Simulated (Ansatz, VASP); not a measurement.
**One calculation of RbBr, two programs**

```xyz
2
Lattice="4.0160 0.0000 0.0000 0.0000 4.0160 0.0000 0.0000 0.0000 4.0702" Properties=species:S:1:pos:R:3 pbc="T T T"
Rb   -0.0797    0.0000    0.0000
Br    2.0933    2.0080    2.0351
```

Change from the starting cell: mode 4 frozen in at -0.086 Å, equal normal strain along x and y -0.0133.

Alike in both runs: task single point; functional PBEsol; k mesh 6 × 6 × 6; occupations gaussian, width 0.05 eV; no spin polarisation.

```csv
,VASP,Ansatz
version,VASP 6.6.1,Ansatz 0.2.0
potentials or method,"VASP PAW PBE potentials, release 64 (Rb_sv, Br)","scalar-relativistic, plane waves, PAW"
plane-wave cutoff (eV),520,420
valence electrons in the cell,16,16
```

|  | VASP | Ansatz | Ansatz less VASP |
| --- | --- | --- | --- |
| gap on the k mesh at the Fermi level (eV) | 4.12 | 4.12 | +0.002 |
| least direct gap on the mesh (eV) | 4.27 | 4.27 | +0.001 |
| pressure (GPa) | 0.7 | 0.7 | -0.05 |
| largest component of the traceless stress (GPa) | 0.24 | 0.24 | +0.001 |
| rms of the force components (eV/Å) | 0.098 | 0.096 | -0.0016 |

Atom by atom the forces differ by 0.002 eV/Å (rms over components). The functional is the same, so the differences come from potentials, cutoffs and numerics.

Caveats: the PAW data sets were made with another functional, which shifts forces and pressure a little (VASP). A k mesh can miss the band edges.
